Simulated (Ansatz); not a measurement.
**Infrared modes and screening in KF (CsCl type)**

Perturbation theory with PBEsol in the PAW code Ansatz on the PBEsol cell, ground state and force constants on a 6×6×6 mesh. (Calculated; spin-unpolarised; the phase may be known or hypothetical.)

Space group Pm-3m (No. 221), cubic; a = 3.176 Å in the conventional setting, 16.03 Å³ an atom. Around K lie 8 F at 2.75 Å; around F lie 8 K at 2.75 Å.

```yaml
crystal:
  lattice:
    - [3.17646, 0.00000, 0.00000]
    - [0.00000, 3.17646, 0.00000]
    - [0.00000, 0.00000, 3.17646]
  atoms:
    - { symbol: K, position: [0.00000, 0.00000, 0.00000] }
    - { symbol: F, position: [0.50000, 0.50000, 0.50000] }
```

Optical modes without the longitudinal term:
```
ω (cm⁻¹)  degeneracy  IR intensity, summed over the level ((D/Å)²/amu)
     146           3                                              7.56
```

The optical mode at Γ lies at 146 cm⁻¹ without the longitudinal term. With the long-range field the highest mode reaches 311 cm⁻¹.

The clamped-ion dielectric constant comes out as 2.22 in all directions. With the ions relaxed, ε⁰ is 10.0 in all directions. Born charges, averaged over directions: K +1.18, F -1.18 e.

With one polar mode in a cubic crystal the Lyddane-Sachs-Teller relation applies: (ω_LO/ω_TO)² = (311.3/146.4)² = 4.522, and ε⁰/ε∞ = 10.050/2.223 = 4.522. The refractive index √ε∞ is 1.49.

For comparison, on the r2SCAN cell the mean ε∞ is 2.11 with r2SCAN (ground state on 6×6×6; least gap 7.72 eV), 2.19 with PBE (ground state on 6×6×6; least gap 6.82 eV).
